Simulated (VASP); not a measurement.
Runs of VASP 6.6.1 on SiC. It takes space group F-43m (No. 216, cubic). Conventional cell: a = 4.358 Å, b = 4.358 Å, c = 4.358 Å, α = 90.00°, β = 90.00°, γ = 90.00°. Si (site symmetry -43m) is surrounded by 4 C at 1.89 Å. Around C (site symmetry -43m) lie 4 Si at 1.89 Å. 

| task | level | cell | k mesh | cutoff (eV) | grid for exact exchange (PRECFOCK) | exchange at q = 0 | screening parameter | gap on the mesh (eV) | pressure (GPa) |
| --- | --- | --- | --- | --- | --- | --- | --- | --- | --- |
| band structure | PBEsol | as given | 6 × 6 × 6 | 520 | Fast | - | - | 1.23 | 0.2 |
| band structure | PBE0 | as given | 6 × 6 × 6 | 520 | Fast | truncated | - | 2.96 | (b) |
| relaxation of cell and atoms | PBEsol | relaxed | 10 × 10 × 10 | 600 | - | - | - | 1.23 | 0.0 |
| band structure | HSE06 | as given | 6 × 6 × 6 | 520 | Fast | - | 0.2 1/A | 2.25 | (a) |

Alike in all rows: potentials or basis VASP PAW PBE potentials, release 64 (Si, C); no spin polarisation; smearing gaussian 0.03 eV.

**Question.** Estimate the missing entries.

**Answer.** (a) -1.8; (b) -2.0.

Caveats: the PAW data sets were made with another functional, which shifts forces and pressure a little; the relaxation stopped at its first step, so nothing moved (some runs).

A k mesh can miss the band edges.
